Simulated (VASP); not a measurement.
Wanted: the native input for a VASP 6.6.1 run.

* Task: single point
* Functional: PBEsol
* Potentials or basis: VASP PAW PBE potentials, release 64 (Al)
* Cutoff: 520 eV
* k mesh: 18 × 18 × 10
* Occupations: gaussian, width 0.1 eV
* Spin: no spin polarisation
* Dipole correction: no
* Further INCAR settings: ALGO = Normal; EDIFF = 1e-07; NBANDS = 10

The structure of Al lies in POSCAR:

```
Al
1.0
    2.8505492336      0.0000000000      0.0000000000
   -1.4252746168      2.4686480510      0.0000000000
    0.0000000000      0.0000000000      4.6371422547
Al
2
Direct
    0.3333333333      0.6666666667      0.2500000000
    0.6666666667      0.3333333333      0.7500000000
```

This isn't the form of Al at room conditions, which is fcc.

The input as run:

INCAR

```
PREC = Accurate
ENCUT = 520
EDIFF = 1E-7
ISMEAR = 0
SIGMA = 0.1
LREAL = False
LASPH = True
NELM = 100
ALGO = Normal
ISIF = 2
LWAVE = False
LCHARG = False
GGA = PS
NBANDS = 10
```

KPOINTS

```
Automatic mesh
0
Gamma
  18 18 10
```

Potentials or basis: VASP PAW PBE potentials, release 64 (Al).

Launch:

```console
$ cat potpaw_PBE.64/Al/POTCAR > POTCAR
$ mpirun -np 1 vasp_std > vasp.out
```

It gave:

| Quantity | Value |
| --- | --- |
| Pressure | 0.0 GPa |
| Band gap on the k mesh | none (metal or under the smearing width) |

Caveat: the PAW data sets were made with another functional, which shifts forces and pressure a little.

Run time: 16 s on 1 thread of Intel(R) Xeon(R) 6975P-C (Granite Rapids) (shared host), peak memory 0.19 GiB.
